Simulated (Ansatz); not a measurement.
Bicrystals of relaxed bulk AlNi (Pm-3m, 12.11 Å³/atom, gap on the mesh 0.00 eV): one grain is mirrored in the boundary plane and shifted (fractions of the plane's cell), where said the two species change places in it, close atoms are joined, tilt boundaries are opened by 0.15 Å, then atoms and the cell's height are relaxed. Energies are the mean of the cell's two boundaries over the bulk on a matched mesh; other shifts may lie lower.

Level of theory: Ansatz, DFT PBE, scalar-relativistic, plane waves, PAW.

Cutoff 420 eV, Gaussian smearing of 0.10 eV, energies at zero smearing, symmetry of each start kept, no spin polarisation.

```csv
start,atoms,k mesh,boundary energy (mJ/m²),excess width (Å),gap on the mesh (eV)
"Σ5 (210), mirror between planes, shift [0, 0.5]",20,12×6×3,990,0.40,0
"Σ5 (210), mirror between planes, shift [0.5, 0.5]",20,12×6×3,1310,0.36,0
```

Spin polarisation was left out, and a magnetic state may lie lower.

Small energy differences in metals hang on the k mesh (about 10 mJ/m² or 1 to 2 meV/atom on the mesh of the relaxation).